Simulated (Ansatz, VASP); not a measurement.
Se: VASP beside Ansatz

File INCAR:

```
PREC = Accurate
ENCUT = 520
EDIFF = 1E-7
ISMEAR = -1
SIGMA = 0.1
LREAL = F
LASPH = T
NELM = 80
ALGO = Normal
ISIF = 2
LWAVE = F
LCHARG = T
GGA = RP
LELF = T
LVHAR = T
NBANDS = 9
```

Contents of KPOINTS:

```
regular mesh
0
Gamma
  12 12 12
```

Contents of POSCAR:

```
Se
1.0
    2.7770827493      0.0000000000      0.0000000000
    0.0000000000      2.7770827493      0.0000000000
    0.0000000000      0.0000000000      2.7770827493
Se
1
Direct
    0.0000000000      0.0000000000      0.0000000000
```

Input for Ansatz:

```yaml
crystal:
  lattice:
    - [2.7770827493, 0.0, 0.0]
    - [0.0, 2.7770827493, 0.0]
    - [0.0, 0.0, 2.7770827493]
  atoms:
    - { symbol: Se, position: [0.0, 0.0, 0.0] }
hamiltonian:
  xc: rpbe
  pseudopotentials:
    kind: paw
    azcp:
      Se: "pseudopotentials/Se.paw.azcp"
basis:
  ecutwfc: 420
  fft_grid_basis: typed
kpoints:
  mp_grid: { grid: [12, 12, 12], shift: [0, 0, 0] }
magnetization:
  spin_polarized: false
scf:
  occupations: { method: fermi_dirac, width: 0.1 }
  lower_state_search: "off"
output:
  stress: true
```

Alike in both runs: task single point; functional RPBE; k mesh 12 × 12 × 12; occupations fermi-dirac, width 0.1 eV; no spin polarisation.

```csv
,VASP,Ansatz
version,VASP 6.6.1,Ansatz 0.2.0
potentials or method,"VASP PAW PBE potentials, release 64 (Se)","plane waves (420 eV) with PAW, scalar-relativistic"
plane-wave cutoff (eV),520,420
valence electrons in the cell,6,16
```

```csv
,VASP,Ansatz,Ansatz less VASP
pressure (GPa),6.6,6.6,-0.01
```

The two sets of potentials don't hold the same shells in valence.

Caveats: the PAW data sets were made with another functional, which shifts forces and pressure a little (VASP).
